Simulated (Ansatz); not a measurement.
**Si2W: uniaxial strain along a**

One table from this session's results is given with a row withheld; the runs are named, their logs left out.

Program: Ansatz 0.2.0. Level of theory: DFT r2SCAN, scalar-relativistic, plane waves, PAW. These are calculated values, not measurements.

2 further runs of the same task are left out: 2 set aside as unsound or not needed.

**The starting structure**

It takes space group I4/mmm (No. 139, tetragonal). Conventional cell: a = 3.211 Å, b = 3.211 Å, c = 7.805 Å, α = 90.00°, β = 90.00°, γ = 90.00°. Si (site symmetry 4mm) has 5 Si at 2.58 to 2.63 Å and 5 W at 2.61 Å as nearest neighbours. W (site symmetry 4/mmm) has 10 Si at 2.61 Å as nearest neighbours.

Structure file:

```cif
data_structure
_symmetry_space_group_name_H-M 'P 1'
_symmetry_Int_Tables_number 1
_cell_length_a 3.2113
_cell_length_b 3.2113
_cell_length_c 7.8046
_cell_angle_alpha 90.000
_cell_angle_beta 90.000
_cell_angle_gamma 90.000
_cell_volume 80.48
loop_
_atom_site_label
_atom_site_type_symbol
_atom_site_fract_x
_atom_site_fract_y
_atom_site_fract_z
_atom_site_occupancy
Si1 Si 0.00000 0.00000 0.33482 1
Si2 Si 0.50000 0.50000 0.16518 1
Si3 Si 0.50000 0.50000 0.83482 1
Si4 Si 0.00000 0.00000 0.66518 1
W1 W 0.00000 0.00000 0.00000 1
W2 W 0.50000 0.50000 0.50000 1
```

The unstrained cell was computed beforehand with the same settings: E(σ→0) = -23352.7339 eV for 6 atoms, gap none (metal).

Set-up of the first run:

input.yaml reads:

```yaml
crystal:
  lattice:
    - [3.163123706, 0.0, 0.0]
    - [0.0, 3.2233354516, 0.0]
    - [0.0, 0.0, 7.8338835074]
  atoms:
    - { symbol: Si, position: [0.0, 0.0, 0.3348248948] }
    - { symbol: Si, position: [0.5, 0.5, 0.1651751052] }
    - { symbol: Si, position: [0.5, 0.5, 0.8348248948] }
    - { symbol: Si, position: [0.0, 0.0, 0.6651751052] }
    - { symbol: W, position: [0.0, 0.0, 0.0] }
    - { symbol: W, position: [0.5, 0.5, 0.5] }
basis:
  ecutwfc: 500
kpoints:
  mp_grid: { grid: [12, 12, 6] }
hamiltonian:
  xc: r2scan
scf:
  occupations: { method: gaussian, width: 0.1 }
output:
  forces: true
  stress: true
  eigenvalues: true
relax:
  adjacent_minimum: "off"
  f_tol: 0.008
  max_steps: 40
  cell: { stress_tol: 0.015, fix: [a, angles] }
```

The run is started by

```sh
ansatz run input.yaml --threads 1 --pin off --max-ram 2560MiB --backend cpu --events-out ev --progress --plain --runs-dir out
```

Steps of the session up to this table: The cell strained by -1.5 %; Strain +1.5 %; The cell strained by -3.0 %; At +3.0 %; The cell strained by -4.5 %; The cell strained by +4.5 %.

One of the session's tables, all rows but one given; the rest of the session is left out.

| strain (%) | ΔE (meV/atom) | a (Å) | b (Å) | c (Å) |
| --- | --- | --- | --- | --- |
| -4.5 | 36.6 | 3.067 | 3.250 | 7.853 |
| -3.0 | 15.8 | 3.115 | 3.236 | 7.836 |
| -1.5 | 3.7 | 3.163 | 3.224 | 7.820 |
| +0.0 | 0.0 | 3.211 | 3.211 | 7.805 |
| +1.5 | ? | ? | ? | ? |
| +3.0 | 14.1 | 3.308 | 3.189 | 7.776 |
| +4.5 | 31.4 | 3.356 | 3.178 | 7.762 |

Q: Estimate the row for strain (%) = +1.5 from the others.

Worked estimate for «ΔE (meV/atom)». A straight line through the neighbours (0.0, 0.0) and (3.0, 14.1) gives 0.0 + (14.1 − 0.0) × (1.5 − 0.0) / (3.0 − 0.0) = 7.0; a parabola fitted to 4 rows on both sides gives 3.5.

As computed: ΔE (meV/atom): 3.5; a (Å): 3.259; b (Å): 3.199; c (Å): 7.790. In «ΔE (meV/atom)» the line misses by +3.5 and the parabola by 0.0.

ΔE is over the unstrained cell. Stress in GPa, positive in compression, on the Cartesian axes of the input. 

Caveats from the session: Spin-orbit coupling is left out for W.
